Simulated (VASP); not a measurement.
HgSe:

```
CELL_PARAMETERS angstrom
0.00000 3.03900 3.03900
3.03900 0.00000 3.03900
3.03900 3.03900 0.00000
ATOMIC_POSITIONS crystal
Hg 0.00000 0.00000 0.00000
Se 0.75000 0.75000 0.75000
```

| Item | Value |
| --- | --- |
| Program | VASP 6.6.1 |
| Task | relaxation of cell and atoms |
| Functional | PBE |
| Dispersion | D3(BJ) |
| Potentials or basis | VASP PAW PBE potentials, release 64 (Hg, Se) |
| Cutoff | 600 eV |
| k mesh | 8 × 8 × 8 |
| Occupations | fermi-dirac, width 0.05 eV |
| Spin | no spin polarisation |

At the start: pressure 2.9 GPa; volume 28.07 Å³/atom.

Question: How do energy, volume and symmetry change on relaxing?

Answer: Over 3 steps the energy falls by 12.6 meV/atom and the volume is 29.55 Å³/atom (+5.3 %); space group F-43m (No. 216, to 0.05 Å).

Step by step:
```tsv
step	energy change (eV)	largest force (eV/Å)	pressure (GPa)	volume (Å³)
1	0.0000	0.0000	2.86	56.13
2	-0.0217	0.0000	-0.92	60.30
3	-0.0252	0.0000	0.01	59.11
```

Final structure:
```yaml
crystal:
  lattice:
    - [0.00000, 3.09171, 3.09171]
    - [3.09171, 0.00000, 3.09171]
    - [3.09171, 3.09171, 0.00000]
  atoms:
    - { symbol: Hg, position: [0.00000, 0.00000, 0.00000] }
    - { symbol: Se, position: [0.75000, 0.75000, 0.75000] }
```

Caveat: pairwise dispersion overbinds metals, which lowers pressure and volume.
